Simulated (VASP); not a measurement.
# Ca (Immm) in VASP: further runs

The runs below take Ca through single point, with PBE.

Everything below comes from runs of VASP 6.6.1. Logs are shortened: lines on timing, memory, paths and dates and some standing lists are left out, and cuts for length are marked.

## 1. The crystal as given

The structure is orthorhombic, space group Immm (No. 71). Conventional cell: a = 4.193 Å, b = 4.203 Å, c = 4.891 Å, α = 90.00°, β = 90.00°, γ = 90.00°. Ca (site symmetry mmm) has 12 Ca at 3.85 to 4.20 Å as nearest neighbours.

This isn't the form of Ca at room conditions, which is fcc.

## 2. Single point, PBE

INCAR

```
PREC     = Accurate       # precision mode
ENCUT    = 400            # plane-wave cutoff, eV
EDIFF    = 1E-6           # SCF threshold, eV
ISMEAR   = 1              # smearing method
SIGMA    = 0.4            # smearing width, eV
LREAL    = False          # projectors in reciprocal space
LASPH    = True           # aspherical terms in the spheres
NELM     = 100            # most SCF steps
ALGO     = Normal         # electronic algorithm
ISIF     = 2              # what is computed and relaxed
LWAVE    = False          # write WAVECAR
LCHARG   = False          # write CHGCAR
GGA      = PE             # functional
ADDGRID  = False
```

KPOINTS

```
Automatic mesh
0
Gamma
  16 16 16
```

POSCAR

```
Ca
1.0
   -2.0964874600      2.1017318100      2.4453524600
    2.0964874600     -2.1017318100      2.4453524600
    2.0964874600      2.1017318100     -2.4453524600
Ca
1
Direct
    0.5000000000      0.5000000000      0.0000000000
```

Potentials or basis: VASP PAW PBE potentials, release 64 (Ca_pv).

On the command line:

```
$ cat potpaw_PBE.64/Ca_pv/POTCAR > POTCAR
$ mpirun -np 1 vasp_std > vasp.out
```

OUTCAR:

```text
PREC = Accurate
   ENCUT = 400
   EDIFF = 1E-6
   ISMEAR = 1
   LREAL = False
   LASPH = True
   NELM = 100
   ISIF = 2
   GGA = PE

 Found    621 irreducible k-points:

 Following reciprocal coordinates:
            Coordinates               Weight
  0.000000  0.000000  0.000000      1.000000
  0.062500  0.000000  0.000000      4.000000
  0.125000  0.000000  0.000000      4.000000
  0.187500 -0.000000  0.000000      4.000000
  0.250000  0.000000  0.000000      4.000000
  0.312500  0.000000  0.000000      4.000000
   k-points           NKPTS =    621   k-points in BZ     NKDIM =    621   number of bands    NBANDS=      8
   number of dos      NEDOS =    301   number of ions     NIONS =      1
   total plane-waves  NPLWV =  21952
   dimension x,y,z NGX =    28 NGY =   28 NGZ =   28
   dimension x,y,z NGXF=    56 NGYF=   56 NGZF=   56
   ions per type =               1
   NGX,Y,Z   is equivalent  to a cutoff of  12.10, 12.10, 12.10 a.u.
   NGXF,Y,Z  is equivalent  to a cutoff of  24.21, 24.21, 24.21 a.u.
 SYSTEM =  unknown system
   PREC   = accura    normal or accurate (medium, high low for compatibility)
   ISTART =      0    job   : 0-new  1-cont  2-samecut
   ICHARG =      2    charge: 1-file 2-atom 10-const
   ISPIN  =      1    spin polarized calculation?
   LNONCOLLINEAR =      F non collinear calculations
   LSORBIT =      F    spin-orbit coupling
   LASPH  =      T    aspherical Exc in radial PAW
   ENCUT  =  400.0 eV  29.40 Ry    5.42 a.u.   6.27  6.27  6.27*2*pi/ulx,y,z
   NELM   =    100;   NELMIN=  2; NELMDL= -5     # of ELM steps
   EDIFF  = 0.1E-05   stopping-criterion for ELM
   LREAL  =      F    real-space projection
   EDIFFG = 0.1E-04   stopping-criterion for IOM
   NSW    =      0    number of steps for IOM
   IBRION =     -1    ionic relax: 0-MD 1-quasi-New 2-CG
   NFREE  =      0    steps in history (QN), initial steepest desc. (CG)
   ISIF   =      2    stress and relaxation
   ISYM   =      2    0-nonsym 1-usesym 2-fastsym
   POTIM  = 0.5000    time-step for ionic-motion
   TEBEG  =    0.0;   TEEND  =   0.0 temperature during run
   PSTRESS=    0.0 pullay stress
   NELECT =       8.0000    total number of electrons
   NUPDOWN=      -1.0000    fix difference up-down
   EMIN   =  10.00;   EMAX   =-10.00  energy-range for DOS
   EFERMI =   0.00;   METHOD = LEGACY
   ISMEAR =     1;   SIGMA  =   0.40  broadening in eV -4-tet -1-fermi 0-gaus
   EFERMI_NEDOS =   21; number of points for ismear=-14 and -15
   IALGO  =     38    algorithm
   IMIX   =      4    mixing-type and parameters
     AMIX     =   0.40;   BMIX     =  1.00
     AMIX_MAG =   1.60;   BMIX_MAG =  1.00
  volume/ion in A,a.u.               =      43.10       290.85
  Fermi-wavevector in a.u.,A,eV,Ry     =   0.933859  1.764737 11.865532  0.872092
  Thomas-Fermi vector in A             =   2.060604
   LORBIT       =      0    0 simple, 1 ext, 2 COOP (PROOUT), +10 PAW based schemes
   GGA     = PE    functional components
   LHFCALC =     F    Hartree Fock is set to
   AEXX    =    0.0000 exact exchange contribution
   IVDW    =     0    specifies the selected vdW correction
   LEPSILON=     F    determine dielectric tensor
   LRPA    =     F    only Hartree local field effects (RPA)
 non-spin polarized calculation
 Methfessel and Paxton  Order N= 1 SIGMA  =   0.40
  energy-cutoff  :      400.00
  volume of cell :       43.10
 maximum number of plane-waves:       800
 NGX is ok and might be reduce to    28

 number of electron       8.0000002 magnetization

 Free energy of the ion-electron system (eV)
  ---------------------------------------------------
  ext. energy  EPLUGINS =         0.00000000
  ---------------------------------------------------
  free energy    TOTEN  =        -1.90922664 eV

  energy without entropy =       -1.91012829  energy(sigma->0) =       -1.90952719

 E-fermi :   2.1440     XC(G=0):  -7.6336

 val. band max:        2.1433219420   @ k =   0.4375  -0.3750   0.3750
 cond. band min:       2.1468281625   @ k =  -0.3750   0.5000   0.2500
 fundamental gap:      0.0035062205
 Fermi energy:         2.1439996974

 k-point     1 :       0.0000    0.0000    0.0000
  band No.  band energies     occupation
      1     -20.8643      2.00000
      2     -20.8641      2.00000
      3     -20.8536      2.00000
      4      -1.8719      2.00000
      5       4.2949     -0.00000
      6       4.3084     -0.00000
      7       4.8911     -0.00000
      8       5.0110     -0.00000

 k-point     2 :       0.0625    0.0000    0.0000
  band No.  band energies     occupation
      1     -20.8674      2.00000
      2     -20.8657      2.00000
      3     -20.8554      2.00000
      4      -1.8053      2.00000
      5       4.2690     -0.00000
      6       4.3241     -0.00000
      7       4.8869     -0.00000
      8       4.9851     -0.00000

 k-point     3 :       0.1250    0.0000    0.0000
  band No.  band energies     occupation
      1     -20.8800      2.00000
      2     -20.8695      2.00000
      3     -20.8573      2.00000
      4      -1.6077      2.00000
      5       4.1579     -0.00000
      6       4.3365     -0.00000
      7       4.9156     -0.00000
      8       4.9482     -0.00000

 k-point     4 :       0.1875   -0.0000    0.0000
  band No.  band energies     occupation
      1     -20.9008      2.00000
      2     -20.8751      2.00000
      3     -20.8582      2.00000
      4      -1.2867      2.00000
      5       3.9194     -0.00000
      6       4.2801     -0.00000
      7       4.9583     -0.00000
      8       5.0576     -0.00000

 k-point     5 :       0.2500    0.0000    0.0000
  band No.  band energies     occupation
      1     -20.9256      2.00000
      2     -20.8818      2.00000
      3     -20.8588      2.00000
      4      -0.8552      2.00000
      5       3.5798     -0.00000
      6       4.1626     -0.00000
      7       4.9922     -0.00000
      8       5.3178     -0.00000

 k-point     6 :       0.3125    0.0000    0.0000
  band No.  band energies     occupation
      1     -20.9504      2.00000
      2     -20.8885      2.00000
      3     -20.8592      2.00000
      4      -0.3331      2.00000
      5       3.1824     -0.00149
      6       4.0315     -0.00000
      7       4.9961     -0.00000
      8       5.6350     -0.00000

 [... further k-points ...]

------------------------ aborting loop because EDIFF is reached ----------------------------------------

  FORCE on cell =-STRESS in cart. coord.  units (eV):
  Direction    XX          YY          ZZ          XY          YZ          ZX
  --------------------------------------------------------------------------------------
  -------------------------------------------------------------------------------------
  Total       -0.1362134     -0.1450917     -0.0486362     -0.0000000      0.0000000      0.0000000
  in kB       -5.0636019     -5.3936422     -1.8080045     -0.0000000      0.0000000      0.0000000
  external PRESSURE =      -4.0884162 kB  Pullay stress =       0.0000000 kB

 VOLUME and BASIS-vectors are now :
 -----------------------------------------------------------------------------
  energy-cutoff  :      400.00
  volume of cell :       43.10
      direct lattice vectors                 reciprocal lattice vectors
    -2.096487460  2.101731810  2.445352460     0.000000000  0.237899050  0.204469502
     2.096487460 -2.101731810  2.445352460     0.238494153  0.000000000  0.204469502
     2.096487460  2.101731810 -2.445352460     0.238494153  0.237899050  0.000000000

 POSITION                                       TOTAL-FORCE (eV/Angst)
 -----------------------------------------------------------------------------------
      0.00000      0.00000      2.44535         0.000000      0.000000      0.000000
 -----------------------------------------------------------------------------------
    total drift:                                0.000000     -0.000000      0.000000

  FREE ENERGIE OF THE ION-ELECTRON SYSTEM (eV)
  ---------------------------------------------------
  free  energy   TOTEN  =        -1.9092266359 eV

  energy  without entropy=       -1.9101282869  energy(sigma->0) =       -1.90952719
```

stdout:

```text
POSCAR found type information on POSCAR Ca
 POSCAR found :  1 types and       1 ions
 scaLAPACK will be used
 LDA part: xc-table for (Slater+PW92), standard interpolation
 POSCAR, INCAR and KPOINTS ok, starting setup
 FFT: planning ... GRIDC
 FFT: planning ... GRID_SOFT
 FFT: planning ... GRID
 WAVECAR not read
 entering main loop
```

Wall time 67 s (1 thread of Intel Xeon Platinum 8488C (Sapphire Rapids), shared host); peak memory 0.29 GiB.

These settings aren't checked as converged: the numbers below hold their error.

Results:

```
Free energy            : -1.9092 eV
Pressure               : -0.4 GPa
Band gap on the k mesh : none (metal or under the smearing width)
```

## 3. Single point, PBE

This run uses another cell than the first one, of the same volume but with other edges.

INCAR is that of step 2.

KPOINTS is that of step 2.

POSCAR

```
Ca
1.0
   -2.1296130000      2.1366080000      2.5183870000
    2.0452440000     -2.1127450000      2.4255450000
    2.0940060000      2.0772270000     -2.4978770000
Ca
1
Direct
    0.5036690000      0.4760610000     -0.0172770000
```

Potentials or basis: VASP PAW PBE potentials, release 64 (Ca_pv).

On the command line:

```
$ cat potpaw_PBE.64/Ca_pv/POTCAR > POTCAR
$ mpirun -np 1 vasp_std > vasp.out
```

Wall time 3.7 min (1 thread of Intel Xeon Platinum 8488C (Sapphire Rapids), shared host); peak memory 0.61 GiB.

The run converged, but some of its settings lie outside the range that counts as converged, so its numbers aren't taken as properties of the crystal.

What came out:

- Free energy: -1.9067 eV
- Pressure: -0.4 GPa
- Band gap on the k mesh: none (metal or under the smearing width)

## 4. Single point, PBE

Changes to INCAR since step 3:

```diff
@@ -4,3 +4,3 @@
 ISMEAR   = 1              # smearing method
-SIGMA    = 0.4            # smearing width, eV
+SIGMA    = 0.2            # smearing width, eV
 LREAL    = False          # projectors in reciprocal space
```

KPOINTS is that of step 3.

POSCAR

```
Ca
1.0
   -2.0964874600      2.1017318100      2.4453524600
    2.0964874600     -2.1017318100      2.4453524600
    2.0964874600      2.1017318100     -2.4453524600
Ca
1
Direct
    0.5000000000      0.5000000000      0.0000000000
```

On the command line:

```
$ cat potpaw_PBE.64/Ca_pv/POTCAR > POTCAR
$ mpirun -np 1 vasp_std > vasp.out
```

It took 66 s on 1 thread of Intel Xeon Platinum 8488C (Sapphire Rapids), shared host; peak memory 0.28 GiB.

The run converged, but some of its settings lie outside the range that counts as converged, so its numbers aren't taken as properties of the crystal.

What came out:

- Free energy: -1.9095 eV
- Pressure: -0.4 GPa
- Band gap on the k mesh: none (metal or under the smearing width)

## 5. The reference run

An earlier run on the cell as given: functional PBE; potentials or basis VASP PAW PBE potentials, release 64 (Ca_sv); cutoff 520 eV; k mesh 9 × 9 × 9; occupations fermi-dirac, width 0.05 eV; no spin polarisation.

- Pressure: -0.4 GPa
- Band gap on the k mesh: none (metal or under the smearing width)
